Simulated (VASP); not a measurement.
# Se (P3_121) in VASP: further runs, part 3 of 3

VASP 6.6.1. Earlier steps stand in the parts before.

## 5. Dielectric tensor, LDA

Contents of INCAR:

```
PREC = Accurate
ENCUT = 520
EDIFF = 1E-8
ISMEAR = 0
SIGMA = 0.01
LREAL = False
LASPH = True
NELM = 100
ALGO = Normal
ISIF = 2
LWAVE = False
LCHARG = False
LEPSILON = True
```

Contents of KPOINTS:

```
regular mesh
0
Gamma
  10 10 8
```

Contents of POSCAR:

```
Se
1.0
    4.3662000000      0.0000000000      0.0000000000
   -2.1831000000      3.7812401180      0.0000000000
    0.0000000000      0.0000000000      4.9536000000
Se
3
Direct
    0.7746000000      0.7746000000      0.0000000000
    0.0000000000      0.2254000000      0.6666666667
    0.2254000000      0.0000000000      0.3333333333
```

Potentials or basis: VASP PAW LDA potentials, release 64 (Se).

Run with:

```sh
$ cat potpaw_LDA.64/Se/POTCAR > POTCAR
$ mpirun -np 1 vasp_std > vasp.out
```

OUTCAR:

```text
PREC = Accurate
   ENCUT = 520
   EDIFF = 1E-8
   ISMEAR = 0
   LREAL = False
   LASPH = True
   NELM = 100
   ISIF = 2
   LEPSILON = True

 Found     94 irreducible k-points:

 Following reciprocal coordinates:
            Coordinates               Weight
  0.000000  0.000000  0.000000      1.000000
  0.100000 -0.000000  0.000000      6.000000
  0.200000 -0.000000  0.000000      6.000000
  0.300000 -0.000000  0.000000      6.000000
  0.400000 -0.000000  0.000000      6.000000
  0.500000 -0.000000  0.000000      3.000000
   k-points           NKPTS =     94   k-points in BZ     NKDIM =     94   number of bands    NBANDS=     13
   number of dos      NEDOS =    301   number of ions     NIONS =      3
   total plane-waves  NPLWV =  40960
   dimension x,y,z NGX =    32 NGY =   32 NGZ =   40
   dimension x,y,z NGXF=    64 NGYF=   64 NGZF=   80
   ions per type =               3
   NGX,Y,Z   is equivalent  to a cutoff of  12.18, 12.18, 13.42 a.u.
   NGXF,Y,Z  is equivalent  to a cutoff of  24.37, 24.37, 26.85 a.u.
 SYSTEM =  unknown system
   PREC   = accura    normal or accurate (medium, high low for compatibility)
   ISTART =      0    job   : 0-new  1-cont  2-samecut
   ICHARG =      2    charge: 1-file 2-atom 10-const
   ISPIN  =      1    spin polarized calculation?
   LNONCOLLINEAR =      F non collinear calculations
   LSORBIT =      F    spin-orbit coupling
   LASPH  =      T    aspherical Exc in radial PAW
   ENCUT  =  520.0 eV  38.22 Ry    6.18 a.u.   8.12  8.12  9.21*2*pi/ulx,y,z
   NELM   =    100;   NELMIN=  2; NELMDL= -5     # of ELM steps
   EDIFF  = 0.1E-07   stopping-criterion for ELM
   LREAL  =      F    real-space projection
   EDIFFG = 0.1E-06   stopping-criterion for IOM
   NSW    =      0    number of steps for IOM
   IBRION =     -1    ionic relax: 0-MD 1-quasi-New 2-CG
   NFREE  =      0    steps in history (QN), initial steepest desc. (CG)
   ISIF   =      2    stress and relaxation
   ISYM   =      2    0-nonsym 1-usesym 2-fastsym
   POTIM  = 0.5000    time-step for ionic-motion
   TEBEG  =    0.0;   TEEND  =   0.0 temperature during run
   PSTRESS=    0.0 pullay stress
   NELECT =      18.0000    total number of electrons
   NUPDOWN=      -1.0000    fix difference up-down
   EMIN   =  10.00;   EMAX   =-10.00  energy-range for DOS
   EFERMI =   0.00;   METHOD = LEGACY
   ISMEAR =     0;   SIGMA  =   0.01  broadening in eV -4-tet -1-fermi 0-gaus
   EFERMI_NEDOS =   21; number of points for ismear=-14 and -15
   IALGO  =     38    algorithm
   IMIX   =      4    mixing-type and parameters
     AMIX     =   0.40;   BMIX     =  1.00
     AMIX_MAG =   1.60;   BMIX_MAG =  1.00
  volume/ion in A,a.u.               =      27.26       183.96
  Fermi-wavevector in a.u.,A,eV,Ry     =   0.988430  1.867862 13.292817  0.976995
  Thomas-Fermi vector in A             =   2.119956
   LORBIT       =      0    0 simple, 1 ext, 2 COOP (PROOUT), +10 PAW based schemes
   GGA     = CA    functional components
   LHFCALC =     F    Hartree Fock is set to
   AEXX    =    0.0000 exact exchange contribution
   IVDW    =     0    specifies the selected vdW correction
   LEPSILON=     T    determine dielectric tensor
   LRPA    =     F    only Hartree local field effects (RPA)
 non-spin polarized calculation
 Gauss-broadening in eV      SIGMA  =   0.01
  energy-cutoff  :      520.00
  volume of cell :       81.78
 maximum number of plane-waves:      2216
   NGX = 17   NGY = 17   NGZ = 19

--------------------------------------- Ionic step        1  -------------------------------------------
[... 112 lines left out ...]
  Total       -0.7909499     -0.7909499     -0.0531255     -0.0000000      0.0000000     -0.0000000
  in kB      -15.4953267    -15.4953267     -1.0407694     -0.0000000      0.0000000     -0.0000000
  external PRESSURE =     -10.6771410 kB  Pullay stress =       0.0000000 kB

 VOLUME and BASIS-vectors are now :
 -----------------------------------------------------------------------------
  energy-cutoff  :      520.00
  volume of cell :       81.78
      direct lattice vectors                 reciprocal lattice vectors
     4.366200000  0.000000000  0.000000000     0.229032110  0.132231751  0.000000000
    -2.183100000  3.781240118  0.000000000     0.000000000  0.264463501  0.000000000
     0.000000000  0.000000000  4.953600000     0.000000000  0.000000000  0.201873385

 POSITION                                       TOTAL-FORCE (eV/Angst)
 -----------------------------------------------------------------------------------
      1.69103      2.92895      0.00000        -0.131447     -0.227673     -0.000000
     -0.49207      0.85229      3.30240        -0.131447      0.227673     -0.000000
      0.98414      0.00000      1.65120         0.262894      0.000000      0.000000
 -----------------------------------------------------------------------------------
    total drift:                                0.000001      0.000001     -0.000000

  FREE ENERGIE OF THE ION-ELECTRON SYSTEM (eV)
  ---------------------------------------------------
  free  energy   TOTEN  =       -12.3242242894 eV

  energy  without entropy=      -12.3242242894  energy(sigma->0) =      -12.32422429

 HEAD OF MICROSCOPIC STATIC DIELECTRIC TENSOR (INDEPENDENT PARTICLE, excluding Hartree and local field effects)
 ------------------------------------------------------
          11.429914     0.000000    -0.000000
           0.000000    11.429914     0.000000
           0.000000     0.000000    16.433544
 ------------------------------------------------------

 Free energy of the ion-electron system (eV)
  ---------------------------------------------------
  ---------------------------------------------------
  free energy    TOTEN  =        -2.10982608 eV

  energy without entropy =       -2.10982608

------------------------ aborting loop because EDIFF is reached ----------------------------------------

--------------------------------------- Ionic step        2  -------------------------------------------

------------------------ aborting loop because EDIFF is reached ----------------------------------------

--------------------------------------- Ionic step        3  -------------------------------------------

 Free energy of the ion-electron system (eV)
  ---------------------------------------------------
  ---------------------------------------------------
  free energy    TOTEN  =        -3.36924578 eV

  energy without entropy =       -3.36924578

------------------------ aborting loop because EDIFF is reached ----------------------------------------

 PIEZOELECTRIC TENSOR FIELD DIRECTION 3  (e Angst)
 -----------------------------------------------------------------------------
     0.00164  0.00000  0.00000           (  0.00000 -0.00000  0.00000)
    -0.00000  0.00164 -0.00000           (  0.00000  0.00000  0.00000)
     0.00000  0.00000 -0.00149           (  0.00000  0.00000 -0.00001)

 PIEZOELECTRIC TENSOR FIELD DIRECTION 3  (C/m^2)
 -----------------------------------------------------------------------------
     0.00032  0.00000  0.00000
    -0.00000  0.00032 -0.00000
     0.00000  0.00000 -0.00029

 MACROSCOPIC STATIC DIELECTRIC TENSOR (including local field effects in DFT)
 ------------------------------------------------------
           9.908937     0.000000     0.000000
           0.000000     9.908937     0.000000
           0.000000     0.000000    15.171099
 ------------------------------------------------------

 PIEZOELECTRIC TENSOR (including local field effects)  for field in x, y, z        (e  Angst)
          XX          YY          ZZ          XY          YZ          ZX
  --------------------------------------------------------------------------------
  x    -1.75212     1.75212     0.00000     0.00000     0.13931    -0.00000
  y    -0.00000     0.00000    -0.00000     1.75212     0.00000    -0.13931
  z     0.00000     0.00000     0.00000    -0.00000    -0.00000    -0.00000

 PIEZOELECTRIC TENSOR (including local field effects)  for field in x, y, z        (C/m^2)
          XX          YY          ZZ          XY          YZ          ZX
  --------------------------------------------------------------------------------
  x    -0.34325     0.34325     0.00000     0.00000     0.02729    -0.00000
  y    -0.00000     0.00000    -0.00000     0.34325     0.00000    -0.02729
  z     0.00000     0.00000     0.00000    -0.00000    -0.00000    -0.00000

 BORN EFFECTIVE CHARGES (including local field effects) (in |e|, cummulative output)
 ---------------------------------------------------------------------------------
 ion    1
    1    -0.43123     0.74691     0.36640
    2     0.74691     0.43123    -0.21154
    3     0.71710    -0.41402    -0.00000
 ion    2
    1    -0.43123    -0.74691    -0.36640
    2    -0.74691     0.43123    -0.21154
    3    -0.71710    -0.41402    -0.00000
 ion    3
    1     0.86246     0.00000     0.00000
    2     0.00000    -0.86246     0.42308
    3     0.00000     0.82803    -0.00000
```

OSZICAR:

```text
N       E                     dE             d eps       ncg     rms          rms(c)
DAV:   1     0.872148566935E+02    0.87215E+02   -0.72928E+03  2444   0.115E+03
DAV:   2    -0.602873416636E+01   -0.93244E+02   -0.89310E+02  3313   0.178E+02
DAV:   3    -0.123854037457E+02   -0.63567E+01   -0.63157E+01  2909   0.542E+01
DAV:   4    -0.124501878107E+02   -0.64784E-01   -0.64717E-01  2884   0.636E+00
[... 11 lines left out ...]
RMM:   6    -0.336818406104E+01   -0.88970E-03   -0.68089E-05  6047   0.492E-02    0.245E-02
RMM:   7    -0.336899613315E+01   -0.81207E-03   -0.77005E-06  6064   0.197E-02    0.332E-03
RMM:   8    -0.336925799316E+01   -0.26186E-03   -0.13763E-06  5864   0.506E-03    0.110E-03
RMM:   9    -0.336924962774E+01    0.83654E-05   -0.44234E-06  6270   0.142E-03    0.137E-04
RMM:  10    -0.336924357403E+01    0.60537E-05   -0.15811E-06  5545   0.263E-04    0.827E-05
RMM:  11    -0.336924578193E+01   -0.22079E-05   -0.10115E-06  4073   0.107E-04    0.795E-06
```

stdout:

```text
POSCAR found type information on POSCAR Se
 POSCAR found :  1 types and       3 ions
 scaLAPACK will be used
 LDA part: xc-table for (Slater(with rela. corr.)+CA(PZ))
 , standard interpolation
 POSCAR, INCAR and KPOINTS ok, starting setup
 FFT: planning ... GRIDC
 FFT: planning ... GRID_SOFT
 FFT: planning ... GRID
 WAVECAR not read
 entering main loop
 Linear response reoptimize wavefunctions to high precision
 Linear response G [H, r] |phi>, progress :
  Direction:   1
 Linear response G [H, r] |phi>, progress :
  Direction:   2
 Linear response G [H, r] |phi>, progress :
  Direction:   3
 Linear response to external field (no local field effect), progress :
  Direction:   1
 dielectric tensor                  component  1 :    11.562    -0.230     1.211
 Linear response to external field (no local field effect), progress :
  Direction:   2
 dielectric tensor                  component  2 :    -0.222    11.297    -3.047
 Linear response to external field (no local field effect), progress :
  Direction:   3
 dielectric tensor                  component  3 :     1.209    -3.048    16.434
 Linear response to external field, progress :
  Direction:   1
 dielectric tensor                  component  1 :     9.909    -0.171     0.846
 Linear response to external field, progress :
  Direction:   2
 dielectric tensor                  component  2 :    -0.000     9.909    -0.001
 Linear response to external field, progress :
  Direction:   3
 dielectric tensor                  component  3 :     0.939    -0.986    15.171
 Born effective charges drift removed
```

Wall time 13 min (1 thread of AMD EPYC 9R45 (Zen 5), shared host); peak memory 0.86 GiB.

These settings aren't checked as converged: the numbers below hold their error.

What came out:

```yaml
Band_gap_on_the_k_mesh: 1.03 eV, indirect (least direct gap 1.26 eV)
Electronic_dielectric_tensor_diagonal: 9.91, 9.91, 15.17
Born_charges_mean_of_the_diagonal: Se +0.00 e
```

## 6. Band structure, LDA

Contents of INCAR:

```
ALGO = Normal
EDIFF = 1E-6
ENCUT = 520
ISIF = 2
ISMEAR = 0
LASPH = T
LCHARG = F
LREAL = F
LWAVE = F
NELM = 100
PREC = Accurate
SIGMA = 0.02
```

Contents of KPOINTS:

```
k-points
0
Gamma
  8 8 6
```

POSCAR is that of step 5.

Contents of KPOINTS_OPT:

```
path GMKGALHA,LM,KH
15
line-mode
reciprocal
 0.0000000000  0.0000000000  0.0000000000  G
 0.5000000000  0.0000000000  0.0000000000  M

 0.5000000000  0.0000000000  0.0000000000  M
 0.3333333333  0.3333333333  0.0000000000  K

 0.3333333333  0.3333333333  0.0000000000  K
 0.0000000000  0.0000000000  0.0000000000  G

 0.0000000000  0.0000000000  0.0000000000  G
 0.0000000000  0.0000000000  0.5000000000  A

 0.0000000000  0.0000000000  0.5000000000  A
 0.5000000000  0.0000000000  0.5000000000  L

 0.5000000000  0.0000000000  0.5000000000  L
 0.3333333333  0.3333333333  0.5000000000  H

 0.3333333333  0.3333333333  0.5000000000  H
 0.0000000000  0.0000000000  0.5000000000  A

 0.5000000000  0.0000000000  0.5000000000  L
 0.5000000000  0.0000000000  0.0000000000  M

 0.3333333333  0.3333333333  0.0000000000  K
 0.3333333333  0.3333333333  0.5000000000  H
```

Potentials or basis: VASP PAW LDA potentials, release 64 (Se).

Run with:

```sh
$ cat potpaw_LDA.64/Se/POTCAR > POTCAR
$ mpirun -np 1 vasp_std > vasp.out
```

It took 37 s on 1 thread of Intel Xeon 6975P-C (Granite Rapids), shared host; peak memory 0.21 GiB.

Results (log left out):

```yaml
Free_energy: -12.3241 eV
Pressure: -1.1 GPa
Largest_force: 0.263 eV/Å
Band_gap_on_the_k_mesh: 1.07 eV, indirect (least direct gap 1.14 eV)
Band_gap_along_the_path: 0.91 eV, indirect (least direct gap 1.10 eV)
```

Forces on the atoms (eV/Å):
```
Se  -0.132 -0.228  0.000
Se  -0.132  0.228  0.000
Se   0.263  0.000  0.000
```

Stress tensor (GPa, compression positive):
```
-1.55  0.00  0.00
 0.00 -1.55  0.00
 0.00  0.00 -0.10
```

Levels at the corners of the path, in eV from the valence-band top:
| point | band 7 | band 8 | band 9 | band 10 | band 11 | band 12 |
| --- | --- | --- | --- | --- | --- | --- |
| Γ | -2.06 | -2.06 | -0.40 | 1.79 | 1.79 | 2.08 |
| M | -2.95 | -1.80 | -1.01 | 1.83 | 2.23 | 4.05 |
| M | -2.95 | -1.80 | -1.01 | 1.83 | 2.23 | 4.05 |
| K | -2.87 | -2.72 | -1.66 | 2.98 | 2.98 | 3.67 |
| K | -2.87 | -2.72 | -1.66 | 2.98 | 2.98 | 3.67 |
| Γ | -2.06 | -2.06 | -0.40 | 1.79 | 1.79 | 2.08 |
| Γ | -2.06 | -2.06 | -0.40 | 1.79 | 1.79 | 2.08 |
| A | -1.58 | -1.58 | -1.12 | 1.08 | 1.08 | 1.20 |
| A | -1.58 | -1.58 | -1.12 | 1.08 | 1.08 | 1.20 |
| L | -1.97 | -1.40 | 0.00 | 1.56 | 2.63 | 2.89 |
| L | -1.97 | -1.40 | 0.00 | 1.56 | 2.63 | 2.89 |
| H | -1.00 | -0.22 | -0.22 | 0.91 | 2.64 | 2.64 |
| H | -1.00 | -0.22 | -0.22 | 0.91 | 2.64 | 2.64 |
| A | -1.58 | -1.58 | -1.12 | 1.08 | 1.08 | 1.20 |
| L | -1.97 | -1.40 | 0.00 | 1.56 | 2.63 | 2.89 |
| M | -2.95 | -1.80 | -1.01 | 1.83 | 2.23 | 4.05 |
| K | -2.87 | -2.72 | -1.66 | 2.98 | 2.98 | 3.67 |
| H | -1.00 | -0.22 | -0.22 | 0.91 | 2.64 | 2.64 |

Caveat: the mesh misses the band edges, which the band path finds closer together.

## 7. For comparison

An earlier run on the cell as given: functional PBEsol; potentials or basis VASP PAW PBE potentials, release 64 (Se); cutoff 520 eV; k mesh 7 × 7 × 6; occupations fermi-dirac, width 0.05 eV; no spin polarisation.

* Pressure: 0.4 GPa
* Largest force: 0.333 eV/Å
* Band gap on the k mesh: 1.14 eV, indirect (least direct gap 1.43 eV)
